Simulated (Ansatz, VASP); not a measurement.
**MgS: VASP beside Ansatz**

```xyz
4
Lattice="3.6659 0.0000 0.0000 -1.8329 3.1748 0.0000 0.0000 0.0000 6.1790" Properties=species:S:1:pos:R:3 pbc="T T T"
Mg    0.0000    0.0000    0.0000
Mg    0.0000    0.0000    3.0895
S     0.0000    2.1165    1.5447
S     1.8329    1.0583    4.6342
```

Alike in both runs: functional PBE; k mesh 9 × 9 × 6; occupations gaussian, width 0.02 eV; no spin polarisation.

Ansatz relaxed the structure, and its values are those at the end. VASP's run is a single point on that final structure, the one shown.

```csv
,VASP,Ansatz
version,VASP 6.6.1,Ansatz 0.2.0
potentials or method,"VASP PAW PBE potentials, release 64 (Mg, S)","scalar-relativistic, plane waves, PAW"
plane-wave cutoff (eV),520,420
valence electrons in the cell,16,32
```

Ansatz gave:

```
gap on the k mesh at the Fermi level (eV) : 3.39
least direct gap on the mesh (eV)         : 3.42
pressure (GPa)                            : 0.0
```

Question: What did VASP give for the same quantities?

Answer: gap on the k mesh at the Fermi level (eV): 3.38; least direct gap on the mesh (eV): 3.40; pressure (GPa): -0.3.

The two sets of potentials don't hold the same shells in valence.

Caveats: an odd mesh through Γ misses points on the zone boundary, where band edges often lie. Expect the measured gap to be larger: semilocal functionals such as PBE lack the derivative discontinuity.
